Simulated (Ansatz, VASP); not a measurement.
## Two plane-wave programs on CaO

```
Ca O
1.0
     3.99198    0.00000    0.00000
    -1.99599    3.45715    0.00000
     0.00000    0.00000    4.78484
Ca O
2 2
Cartesian
  0.0000 2.3048 3.5886
  1.9960 1.1524 1.1962
  0.0000 2.3048 1.1962
  1.9960 1.1524 3.5886
```

The cell comes from a database or a generator and needn't be the stable form of this composition.

Alike in both runs: task single point; functional LDA; k mesh 6 × 6 × 4; occupations gaussian, width 0.1 eV; no spin polarisation.

|  | VASP | Ansatz |
| --- | --- | --- |
| version | VASP 6.6.1 | Ansatz 0.2.0 |
| potentials or method | VASP PAW LDA potentials, release 64 (Ca_sv, O) | scalar-relativistic, plane waves, PAW |
| plane-wave cutoff (eV) | 520 | 420 |
| valence electrons in the cell | 32 | 32 |

```csv
,VASP,Ansatz,Ansatz less VASP
gap on the k mesh at the Fermi level (eV),3.00,3.01,+0.008
least direct gap on the mesh (eV),3.00,3.01,+0.008
pressure (GPa),-5.2,-5.7,-0.59
largest component of the traceless stress (GPa),0.49,0.52,+0.025
```

A hybrid or GW would open this gap; LDA tends to underestimate it.
